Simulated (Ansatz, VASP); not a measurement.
## Two plane-wave programs on Ge

Contents of INCAR:

```
AGGAC = 1.0
AGGAX = 1.0
ALDAC = 0.0
ALDAX = 1.0
ALGO = Fast
EDIFF = 1E-6
EDIFFG = -0.02
ENCUT = 600
GGA = B5
IBRION = 2
ISIF = 3
ISMEAR = -1
LASPH = True
LCHARG = False
LREAL = False
LWAVE = False
NELM = 80
NSW = 40
PREC = Accurate
SIGMA = 0.05
```

Contents of KPOINTS:

```
k-points
0
Gamma
  8 8 8
```

Contents of POSCAR:

```
Ge
1.0
    0.0000000000      2.8289100000      2.8289100000
    2.8289100000      0.0000000000      2.8289100000
    2.8289100000      2.8289100000      0.0000000000
Ge
2
Direct
    0.7500000000      0.7500000000      0.7500000000
    0.5000000000      0.5000000000      0.5000000000
```

The input input.yaml:

```yaml
crystal:
  lattice:
    - [0.0, 2.82891, 2.82891]
    - [2.82891, 0.0, 2.82891]
    - [2.82891, 2.82891, 0.0]
  atoms:
    - { symbol: Ge, position: [0.75, 0.75, 0.75] }
    - { symbol: Ge, position: [0.5, 0.5, 0.5] }
hamiltonian:
  xc: blyp
  pseudopotentials: { kind: paw }
kpoints:
  mp_grid: { grid: [8, 8, 8] }
scf:
  occupations: { method: fermi_dirac, width: 0.05 }
output:
  forces: true
  stress: true
relax:
  f_tol: 0.01
  max_steps: 40
  cell: { stress_tol: 0.05 }
```

Alike in both runs: task relaxation of cell and atoms; functional BLYP; k mesh 8 × 8 × 8; occupations fermi-dirac, width 0.05 eV; no spin polarisation.

|  | VASP | Ansatz |
| --- | --- | --- |
| version | VASP 6.6.1 | Ansatz 0.2.0 |
| potentials or method | VASP PAW PBE potentials, release 64 (Ge_d) | Ansatz PAW |
| plane-wave cutoff (eV) | 600 | 420 |
| valence electrons in the cell | 28 | 28 |

Ansatz gave:

```
relaxed volume (Å³/atom)                                     : 25.45
relaxed cell length with the largest relative difference (Å) : 4.160
energy change over the relaxation (meV/atom)                 : -57
```

Question: What did VASP give for the same quantities?

Answer: Relaxed volume (Å³/atom): 25.60; relaxed cell length with the largest relative difference (Å): 4.168; energy change over the relaxation (meV/atom): -61.

Caveats: the PAW data sets were made with another functional, which shifts forces and pressure a little (VASP); the volume moved by +13 % from the deposited cell, more than functionals usually miss (VASP); the plane-wave basis is chosen anew once the cell has moved, so the energies of steps on either side of that aren't comparable (Ansatz); the volume moved by +12 % from the deposited cell, more than functionals usually miss (Ansatz); the PAW data sets come from PBE, with cores solved anew for the run's functional, which leaves a small shift of forces and pressure (Ansatz). Zero-point motion and thermal expansion aren't in these numbers.
